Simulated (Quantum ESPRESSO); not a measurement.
Crystal: MgS (Niningerite).

```xyz
2
Lattice="0.0000 2.6016 2.6016 2.6016 0.0000 2.6016 2.6016 2.6016 0.0000" Properties=species:S:1:pos:R:3 pbc="T T T"
S     2.6016    2.6016    2.6016
Mg    0.0000    0.0000    0.0000
```

```yaml
Program: Quantum ESPRESSO 7.5
Task: relaxation of cell and atoms
Functional: PBEsol
Dispersion: D4
Potentials_or_basis: GBRV 1.5 PBEsol
Cutoff: 612 eV
Density_cutoff: 4898 eV
k_mesh: 9 × 9 × 9
Occupations: fermi-dirac, width 0.05 eV
Spin: no spin polarisation
```

At the start: pressure -2.5 GPa; volume 17.61 Å³/atom.

Question: How do energy, volume and symmetry change on relaxing?

Answer: Over 5 steps the energy falls by 4.3 meV/atom and the volume is 17.02 Å³/atom (-3.3 %); space group Fm-3m (No. 225, to 0.05 Å).

The path:
| step | energy change (eV) | largest force (eV/Å) | pressure (GPa) | volume (Å³) |
| --- | --- | --- | --- | --- |
| 1 | 0.0000 | 0.0000 | -2.49 | 35.22 |
| 2 | -0.0021 | 0.0000 | -2.19 | 35.07 |
| 3 | -0.0052 | 0.0000 | -1.63 | 34.81 |
| 4 | -0.0078 | 0.0000 | -0.84 | 34.45 |
| 5 | -0.0085 | 0.0000 | 0.10 | 34.05 |

Final structure:
```xyz
2
Lattice="0.0000 2.5725 2.5725 2.5725 0.0000 2.5725 2.5725 2.5725 0.0000" Properties=species:S:1:pos:R:3 pbc="T T T"
S     2.5725    2.5725    2.5725
Mg    0.0000    0.0000    0.0000
```
